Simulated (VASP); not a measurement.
The system is IrO2.

```
CELL_PARAMETERS angstrom
4.48377 0.00000 0.00000
0.00000 4.48377 0.00000
0.00000 0.00000 3.16379
ATOMIC_POSITIONS crystal
Ir 0.00000 0.00000 0.00000
Ir 0.50000 0.50000 0.50000
O 0.30885 0.30885 0.00000
O 0.19115 0.80885 0.50000
O 0.69115 0.69115 0.00000
O 0.80885 0.19115 0.50000
```

Base run:

```yaml
Program: VASP 6.6.1
Functional: PBE
Potentials_or_basis: VASP PAW PBE potentials, release 64 (Ir, O)
Cutoff: 520 eV
k_mesh: 8 × 8 × 12
Occupations: methfessel-paxton, width 0.1 eV
Spin: no spin polarisation
```

Its results: pressure 9.7 GPa; largest force 0.059 eV/Å.

Task: After a change of settings the same cell gave: pressure 4.6 GPa; largest force 0.056 eV/Å. Which change was it?
A. functional from PBE to r2SCAN
B. spin from no spin polarisation to spin-orbit coupling, no magnetisation
C. functional from PBE to LDA; potentials or basis from VASP PAW PBE potentials, release 64 (Ir, O) to VASP PAW LDA potentials, release 64 (Ir, O)

Result: A.

Caveats: the PAW data sets were made with another functional, which shifts forces and pressure a little (some runs).
